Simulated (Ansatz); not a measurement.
# TiO2 (I4_1/amd): the host for defect calculations

Before any defect goes in: TiO2 (I4_1/amd) at rest, and how it screens a charge.

Main program and level: Ansatz 0.2.0; plane-wave PAW DFT, r2SCAN; relaxation of the host's cell and atoms; PAW set soft_1, in the first sound run; inputs show where later runs differ.

**Measured values to reproduce.**

“Preparation of hydrogen, fluorine and chlorine doped and co-doped titanium dioxide photocatalysts: a theoretical and experimental approach” (2021, pmc:7952686) quotes from earlier work for TiO2, anatase (single crystal, quoted from earlier work): lattice constant a (a = b, tetragonal cell) 3.782 Å [literature value quoted in the paper's theory part]; lattice constant c (c, tetragonal cell) 9.502 Å [literature value quoted in the paper's theory part].

“Olive Leaves as Biotemplates for Enhanced Solar-Light Harvesting by a Titania-Based Solid” (2020, pmc:7353264) reports for TiO2, anatase, by diffuse reflectance UV-Vis (commercial anatase powder, 20 nm crystallites): band gap (optical gap from modified Kubelka-Munk plot, exponent 1/2 (indirect)) 3.22 eV [commercial anatase powder, 20 nm crystallites; Tauc-type extrapolated optical gap …].

Report form: the programs' logs are mostly left out.

### 1. Starting point

The structure is tetragonal, space group I4_1/amd (No. 141). The conventional cell has a = 3.783 Å, b = 3.783 Å, c = 9.615 Å, α = 90.00°, β = 90.00°, γ = 90.00°. Ti has 6 O at 1.94 to 1.99 Å nearest. Nearest to O lie 3 Ti at 1.94 to 1.99 Å. Farther neighbours and most contacts between anions are not listed.

### 2. Host cell relaxation

Lattice and positions are set free, within the symmetry that the program keeps.

Input file cell/input.yaml:

```yaml
crystal:
  lattice:
    - [-1.8912698, 1.8912698, 4.8075108]
    - [1.8912698, -1.8912698, 4.8075108]
    - [1.8912698, 1.8912698, -4.8075108]
  atoms:
    - { symbol: Ti, position: [0.0, 0.0, 0.0] }
    - { symbol: Ti, position: [0.75, 0.25, 0.5] }
    - { symbol: O, position: [0.95715212, 0.45715212, 0.5] }
    - { symbol: O, position: [0.20715212, 0.20715212, 0.0] }
    - { symbol: O, position: [0.54284788, 0.04284788, 0.5] }
    - { symbol: O, position: [0.79284788, 0.79284788, 0.0] }
basis:
  ecutwfc: 500
  xc_grid: 2
hamiltonian:
  xc: r2scan
  pseudopotentials: { kind: paw, azcp: { folder: soft_1 } }
kpoints:
  mp_grid: { grid: [10, 10, 10] }
scf:
  occupations: { method: fixed }
  max_iter: 100
relax:
  f_tol: 0.005
  max_steps: 60
  cell: {}
output:
  forces: true
  stress: true
checkpoint:
  write: "../cell.run"
  compress: false
  write_wavefunctions: false
  write_every: 100000
```

Started as:

```
$ ansatz run input.yaml --threads 32 --pin off --max-ram 56524MiB --backend cuda --events-out ev --progress --plain --runs-dir out --max-vram 78GiB
```

Run time: 5.2 s. Hardware: 1 × NVIDIA GB200 with 32 threads of Arm Neoverse V2, shared host; peak memory 1 GiB.

Relaxation path:

```
step  energy less that of the first step (eV)  largest force component (eV/Å)  pressure (GPa)  volume (Å³)
   1                                   0.0000                          0.0405           -1.14        68.78
   2                                  -0.0014                          0.0149           -0.33        68.54
   3                                  -0.0016                          0.0016            0.01        68.43
  4*                                  -0.0013                          0.0016            0.01        68.43
```

Relaxation steps marked * repeat the geometry before them on a plane-wave basis chosen anew for their cell, so energy and pressure can jump there.

```
conventional cell, symmetrised  before  after  change
                         a (Å)   3.783  3.777  -0.1 %
                         b (Å)   3.783  3.777  -0.1 %
                         c (Å)   9.615  9.593  -0.2 %
              volume (Å³/atom)   11.46  11.41  -0.5 %
```

Final coordinates:

```xyz
6
Lattice="-1.8886 1.8886 4.7965 1.8886 -1.8886 4.7965 1.8886 1.8886 -4.7965" Properties=species:S:1:pos:R:3 pbc="T T T"
Ti    0.0000    0.0000    0.0000
Ti    0.0000    1.8886    2.3983
O     0.0000    1.8886    4.3856
O     0.0000    0.0000    1.9873
O     0.0000    1.8886    0.4110
O     0.0000    0.0000    7.6058
```

Numbers from this step:

| Item | Value |
| --- | --- |
| pressure | 0.01111 GPa |

The relaxation ends with a largest force component of 0.0016 eV/Å and a pressure of 0.01 GPa.

### 3. Dielectric tensors of the host

The response to a uniform electric field gives the electronic dielectric tensor.

This step: plane-wave PAW DFPT, PBEsol; dielectric tensors, Born charges and zone-centre modes of the host; PAW set soft_1 (Ansatz 0.2.0).

Input file eps/input.yaml:

```yaml
crystal:
  lattice:
    - [-1.8886139071, 1.8886139071, 4.7965469208]
    - [1.8886139071, -1.8886139071, 4.7965469208]
    - [1.8886139071, 1.8886139071, -4.7965469208]
  atoms:
    - { symbol: Ti, position: [0.0, 0.0, 0.0] }
    - { symbol: Ti, position: [0.75, 0.25, 0.5] }
    - { symbol: O, position: [0.9571603797, 0.4571603797, 0.5] }
    - { symbol: O, position: [0.2071603797, 0.2071603797, 0.0] }
    - { symbol: O, position: [0.5428396203, 0.0428396203, 0.5] }
    - { symbol: O, position: [0.7928396203, 0.7928396203, 0.0] }
basis:
  ecutwfc: 420
hamiltonian:
  xc: pbesol
  pseudopotentials: { kind: paw, azcp: { folder: soft_1 }, xc_functional: pbe }
kpoints:
  mp_grid: { grid: [9, 9, 9] }
scf:
  occupations: { method: fixed }
  max_iter: 100
phonons:
  method: dfpt
  dielectric: true
  rigid_motions: translations
```

The job ended after 22 s (1 × NVIDIA GB200 with 32 threads; peak memory 3.6 GiB).

Electronic dielectric tensor:

```
6.86 0.00 0.00
0.00 6.86 0.00
0.00 0.00 6.30
```

Static dielectric tensor:

```
65.68  0.00  0.00
 0.00 65.68  0.00
 0.00  0.00 30.22
```

The principal values of the electronic dielectric tensor are 6.30, 6.86 and 6.86. The principal values of the static dielectric tensor are 30.22, 65.68 and 65.68.

### 4. Primitive cell on a dense mesh

A dense mesh gives the host's converged energy, against which the supercell's sampling is tested.

This step: plane-wave PAW DFT, r2SCAN; single point of the host's primitive cell on a dense mesh; PAW set soft_1 (Ansatz 0.2.0).

Input file dense/input.yaml:

```yaml
crystal:
  lattice:
    - [-1.8886139071, 1.8886139071, 4.7965469208]
    - [1.8886139071, -1.8886139071, 4.7965469208]
    - [1.8886139071, 1.8886139071, -4.7965469208]
  atoms:
    - { symbol: Ti, position: [0.0, 0.0, 0.0] }
    - { symbol: Ti, position: [0.75, 0.25, 0.5] }
    - { symbol: O, position: [0.9571603797, 0.4571603797, 0.5] }
    - { symbol: O, position: [0.2071603797, 0.2071603797, 0.0] }
    - { symbol: O, position: [0.5428396203, 0.0428396203, 0.5] }
    - { symbol: O, position: [0.7928396203, 0.7928396203, 0.0] }
basis:
  ecutwfc: 500
  xc_grid: 2
hamiltonian:
  xc: r2scan
  pseudopotentials: { kind: paw, azcp: { folder: soft_1 } }
kpoints:
  mp_grid: { grid: [10, 10, 10] }
scf:
  occupations: { method: fermi_dirac, width: 0.01 }
  max_iter: 80
```

The job ended after 1.7 s (1 × NVIDIA GB200 with 32 threads; peak memory 1 GiB; 3.5 s of CPU time).

### 5. Self-consistent run

This step: plane-wave PAW DFT, r2SCAN; single point of the defect-free supercell, a test of its k-points; PAW set soft_1 (Ansatz 0.2.0).

System of this step: TiO2 (I4_1/amd). The cell holds 96 atoms: 32 Ti and 64 O. Its edges and angles: a = 10.684 Å, b = 10.684 Å, c = 9.593 Å, α = 90.0°, β = 90.0°, γ = 90.0°.

Input file pristine.sampling/input.yaml:

```yaml
crystal:
  lattice:
    - [7.5544556283, 7.5544556283, 0.0]
    - [-7.5544556283, 7.5544556283, 0.0]
    - [0.0, 0.0, 9.5930938415]
  atoms:
    - { symbol: Ti, position: [0.0, 0.0, 0.0] }
    - { symbol: Ti, position: [0.0, 0.25, 0.5] }
    - { symbol: Ti, position: [0.25, 0.0, 0.5] }
    - { symbol: Ti, position: [0.25, 0.25, 0.0] }
    - { symbol: Ti, position: [0.125, 0.125, 0.25] }
    - { symbol: Ti, position: [0.125, 0.375, 0.75] }
    - { symbol: Ti, position: [0.375, 0.125, 0.75] }
    - { symbol: Ti, position: [0.375, 0.375, 0.25] }
    - { symbol: O, position: [0.125, 0.125, 0.4571603797] }
    - { symbol: O, position: [0.125, 0.375, 0.9571603797] }
    - { symbol: O, position: [0.375, 0.125, 0.9571603797] }
    - { symbol: O, position: [0.375, 0.375, 0.4571603797] }
    - { symbol: O, position: [0.0, 0.0, 0.2071603797] }
    - { symbol: O, position: [0.0, 0.25, 0.7071603797] }
    - { symbol: O, position: [0.25, 0.0, 0.7071603797] }
    - { symbol: O, position: [0.25, 0.25, 0.2071603797] }
    - { symbol: O, position: [0.125, 0.125, 0.0428396203] }
    - { symbol: O, position: [0.125, 0.375, 0.5428396203] }
    - { symbol: O, position: [0.375, 0.125, 0.5428396203] }
    - { symbol: O, position: [0.375, 0.375, 0.0428396203] }
    - { symbol: O, position: [0.0, 0.0, 0.7928396203] }
    - { symbol: O, position: [0.0, 0.25, 0.2928396203] }
    - { symbol: O, position: [0.25, 0.0, 0.2928396203] }
    - { symbol: O, position: [0.25, 0.25, 0.7928396203] }
    - { symbol: Ti, position: [0.0, 0.5, 0.0] }
    - { symbol: Ti, position: [0.0, 0.75, 0.5] }
    - { symbol: Ti, position: [0.25, 0.5, 0.5] }
    - { symbol: Ti, position: [0.25, 0.75, 0.0] }
    - { symbol: Ti, position: [0.125, 0.625, 0.25] }
    - { symbol: Ti, position: [0.125, 0.875, 0.75] }
[... 60 atom lines left out ...]
    - { symbol: O, position: [0.875, 0.625, 0.5428396203] }
    - { symbol: O, position: [0.875, 0.875, 0.0428396203] }
    - { symbol: O, position: [0.5, 0.5, 0.7928396203] }
    - { symbol: O, position: [0.5, 0.75, 0.2928396203] }
    - { symbol: O, position: [0.75, 0.5, 0.2928396203] }
    - { symbol: O, position: [0.75, 0.75, 0.7928396203] }
basis:
  ecutwfc: 500
  xc_grid: 2
hamiltonian:
  xc: r2scan
  pseudopotentials: { kind: paw, azcp: { folder: soft_1 } }
kpoints:
  mp_grid: { grid: [1, 1, 1], shift: [0.25, 0.25, 0.25] }
scf:
  occupations: { method: fermi_dirac, width: 0.01 }
  max_iter: 80
```

The job ended after 2.2 s (1 × NVIDIA GB200 with 32 threads; peak memory 1.5 GiB).

This step gave:

```yaml
energy_over_dense_mesh: -7.12e-6 eV/atom
```

### 6. Defect free supercell relaxed from its symmetric sites

This cell, the one that will hold the defects, is built from the relaxed host. Its coarser k-points can move the atoms a little, so it is relaxed from the symmetric sites, as the reference for the test of stability.

This step: plane-wave PAW DFT, r2SCAN; relaxation of the defect-free supercell from its symmetric sites; PAW set soft_1 (Ansatz 0.2.0).

pristine.symmetric/input.yaml, as its differences from pristine.sampling/input.yaml of step 5:

```diff
@@ -54 +54,12 @@
   max_iter: 80
+output:
+  forces: true
+relax:
+  f_tol: 0.01
+  max_steps: 60
+  escape_saddle: false
+checkpoint:
+  write: "../pristine.symmetric.run"
+  compress: false
+  write_wavefunctions: false
+  write_every: 100000
```

Wall time 2.5 s (1 × NVIDIA GB200 with 32 threads); peak memory 1.4 GiB; 7.1 s of CPU time.

No atom moved by 0.005 Å in the relaxation.

### 7. Defect free supercell relaxed from displaced atoms

This step: plane-wave PAW DFT, r2SCAN; relaxation of the defect-free supercell from random displacements, a test of the host's stability; PAW set soft_1 (Ansatz 0.2.0).

pristine.rattled/input.yaml, as its differences from pristine.symmetric/input.yaml of step 6:

```diff
@@ -58,6 +58,6 @@
   f_tol: 0.01
-  max_steps: 60
-  escape_saddle: false
+  max_steps: 120
+  random_displacement: { amplitude: 0.08, seed: 9425 }
 checkpoint:
-  write: "../pristine.symmetric.run"
+  write: "../pristine.rattled.run"
   compress: false
```

Wall time 5.4 s (1 × NVIDIA GB200 with 32 threads); peak memory 1.4 GiB.

The steps of the relaxation:

```
step  energy less that of the first step (eV)  largest force component (eV/Å)
   1                                   0.0000                          2.8978
   2                                  -3.2606                          1.2323
   3                                  -4.3345                          0.0565
   4                                  -4.3345                          0.0565
   5                                  -4.3374                          0.0401
   6                                  -4.3395                          0.0042
   7                                  -4.3395                          0.0043
```

The relaxation ends 45 meV an atom lower than the displaced start, with a largest force component of 0.0043 eV/Å.

### 8. What came out

```yaml
primitive_cell_vectors_lengths: 5.490, 5.490, 5.490 Å
electronic_dielectric_constant: principal values (6.30, 6.86, 6.86)
static_dielectric_constant: principal values (30.22, 65.68, 65.68)
gap_on_the_k_mesh_of_the_response_run_pbesol: 2.11 eV
supercell_relaxed_in_its_symmetry_less_the_displaced_and_relaxed_one: 0.000 eV
energy_an_atom_at_one_point_at_less_that_on_the_dense_mesh: 0.000 eV
```

**Reading.** Step 7: The energy fell by 4.339 eV from the randomly displaced start; the atoms end within 0.005 Å of the sites as typed, once the mean shift is taken out. The displaced cell ends within 0.01 eV of the symmetric one relaxed in its symmetry, so no lower structure shows in this supercell. The k-mesh can miss the band edges, so this gap is an upper bound at this level. All at zero temperature.

Comparison with the measured values:

| quantity | measured | r2SCAN | PBEsol |
| --- | --- | --- | --- |
| lattice constant a (Å) | 3.782 | 3.777 (-0.1 %) | - |
| lattice constant c (Å) | 9.502 | 9.593 (+1.0 %) | - |
| band gap (gap on the k-mesh) (eV) | 3.22 | 2.55 (-0.67 eV) | 2.11 (-1.11 eV) |

Measured values from pmc:7952686 (2021) and pmc:7353264 (2020).

Verdict: The lattice constant a is off by -0.1 %: good agreement. The lattice constant c is off by +1.0 %: fair agreement. For the band gap, of the levels listed nearest comes r2SCAN (-0.67 eV) and farthest PBEsol (-1.11 eV). Local and semilocal functionals usually give gaps below the measured ones. The computed gap is read on a k-mesh, which can miss the band edges. An optical gap can lie under the band gap by the exciton's binding. Zero-point and thermal motion shift the measured gap. The grades are ours: good and fair within 0.7 and 1.5 % for the lattice constant a and 0.8 and 2 % for the lattice constant c. For lattice constants the calculation has a static lattice, without zero-point motion or thermal expansion.

[Logs are printed without paths, hosts, clocks, repeated set-up lines and the standing remarks that a program may print on its own settings, such as how far it seeks lower states.]

[Hosts, paths, dates, database ids (printed as entryN), source tags and the programs' standing remarks are cut or masked in the printed files.]

[Runs of the host that timed out are not shown.]

[For some hosts the program warned that the k-mesh of the response run may be too coarse for force constants and the static dielectric constant; such warnings are not always shown.]
